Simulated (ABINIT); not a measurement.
Runs of ABINIT 10.8.3 (patched build) on TaN. The structure is cubic, space group Fm-3m (No. 225). The conventional cell has a = 4.423 Å, b = 4.423 Å, c = 4.423 Å, α = 90.00°, β = 90.00°, γ = 90.00°. Ta (site symmetry m-3m) has 6 N at 2.21 Å as nearest neighbours. Around N (site symmetry m-3m) lie 6 Ta at 2.21 Å. The cell comes from a database or a generator and needn't be the stable form of this composition.

| task | level | spin | k mesh | dispersion computed by | mesh quality | gap on the mesh (eV) | V0 of scaled cells (Å³/atom) | B0 (GPa) |
| --- | --- | --- | --- | --- | --- | --- | --- | --- |
| equation of state | PBE | off | 10 × 10 × 10 | - | not flagged | - | (c) | 331 |
| band structure | BP86 | off | 10 × 10 × 10 | - | not flagged | none | - | - |
| equation of state | PBEsol | off | 10 × 10 × 10 | - | not flagged | - | (b) | 358 |
| equation of state | PBE+D3(BJ) | off | 10 × 10 × 10 | - | not flagged | - | 10.54 | 349 |
| equation of state | BLYP | off | 10 × 10 × 10 | - | not flagged | - | 11.16 | (a) |
| single point | PBEsol | off | 4 × 4 × 4 | - | coarse | none | - | - |
| band structure | rPW86PBE | SOC, no magnetisation | 10 × 10 × 10 | - | not flagged | none | - | - |
| equation of state | PBE+D3 | off | 10 × 10 × 10 | - | not flagged | - | 10.54 | 350 |
| band structure | SOGGA | off | 10 × 10 × 10 | - | not flagged | none | - | - |
| band structure | rPW86PBE | off | 10 × 10 × 10 | - | not flagged | none | - | - |
| single point | PBE | off | 8 × 8 × 8 | - | not flagged | none | - | - |

Alike in all rows: potentials or basis JTH PAW PBE v2.0; cell as given; cutoff (eV) 680; smearing fermi-dirac 0.05 eV.

Task: Fill in the values left out.

Result: (a) 298; (b) 10.48; (c) 10.77.

Caveats: some runs use coarse meshes; the highest band is partly filled, so the run has too few bands; the PAW data sets were made with another functional, which shifts forces and pressure a little (some runs); pressures at fixed basis lie under the slope of the energies (some runs); spin-orbit coupling is left out, which moves the levels of the heavy elements (some runs).

A k mesh can miss the band edges, and rows without SOC leave out spin-orbit coupling on Ta.

A gap of «none» marks a metal or a gap under the smearing width.
